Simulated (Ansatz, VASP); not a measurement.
**Two plane-wave programs on BN**

The input INCAR:

```
PREC = Accurate
ENCUT = 600
EDIFF = 1E-6
ISMEAR = -1
SIGMA = 0.05
LREAL = F
LASPH = T
NELM = 80
ALGO = Normal
ISIF = 3
LWAVE = F
LCHARG = F
GGA = CA
IBRION = 2
NSW = 60
EDIFFG = -0.01
```

File KPOINTS:

```
Automatic mesh
0
Gamma
  9 9 5
```

POSCAR

```
BN
1.0
    2.5539396017      0.0000000000      0.0000000000
   -1.2769698009      2.2117765748      0.0000000000
    0.0000000000      0.0000000000      4.2268550000
N B
2 2
Direct
    0.3333333333      0.6666666667      0.1252760000
    0.6666666667      0.3333333333      0.6252760000
    0.3333333333      0.6666666667      0.4997240000
    0.6666666667      0.3333333333      0.9997240000
```

File input.yaml:

```yaml
crystal:
  lattice:
    - [2.5539396017, 0.0, 0.0]
    - [-1.2769698009, 2.2117765748, 0.0]
    - [0.0, 0.0, 4.226855]
  atoms:
    - { symbol: "N", position: [0.3333333333, 0.6666666667, 0.125276] }
    - { symbol: "N", position: [0.6666666667, 0.3333333333, 0.625276] }
    - { symbol: B, position: [0.3333333333, 0.6666666667, 0.499724] }
    - { symbol: B, position: [0.6666666667, 0.3333333333, 0.999724] }
hamiltonian:
  xc: lda
  pseudopotentials: { kind: paw }
kpoints:
  mp_grid: { grid: [9, 9, 5] }
scf:
  occupations: { method: fermi_dirac, width: 0.05 }
output:
  forces: true
  stress: true
  eigenvalues: true
relax:
  f_tol: 0.01
  max_steps: 40
  cell: { stress_tol: 0.05 }
```

Measurements of this composition are mostly on another form, of space group No. 194.

Alike in both runs: task relaxation of cell and atoms; functional LDA; k mesh 9 × 9 × 5; occupations fermi-dirac, width 0.05 eV; no spin polarisation.

|  | VASP | Ansatz |
| --- | --- | --- |
| version | VASP 6.6.1 | Ansatz 0.2.0 |
| potentials or method | VASP PAW LDA potentials, release 64 (N, B) | Ansatz PAW |
| plane-wave cutoff (eV) | 600 | 420 |
| valence electrons in the cell | 16 | 16 |

|  | VASP | Ansatz | Ansatz less VASP |
| --- | --- | --- | --- |
| gap on the k mesh at the Fermi level, each at its own relaxed structure (eV) | 4.91 | 4.93 | +0.022 |
| relaxed volume (Å³/atom) | 5.76 | 5.76 | -0.007 |
| relaxed cell length with the largest relative difference (Å) | 2.524 | 2.523 | -0.0011 |
| energy change over the relaxation (meV/atom) | -9 | -9 | -0.8 |

Caveats: an odd mesh through Γ misses points on the zone boundary, where band edges often lie (VASP); odd divisions of the mesh miss points on the zone boundary, where band edges often lie, so the gap on the mesh can be too wide (Ansatz); the plane-wave basis is chosen anew once the cell has moved, so the energies of steps on either side of that aren't comparable (Ansatz); the pressure holds a Pulay correction of +1.3 GPa for the finite cutoff (Ansatz); the PAW data sets come from PBE, with cores solved anew for the run's functional, which leaves a small shift of forces and pressure (Ansatz).
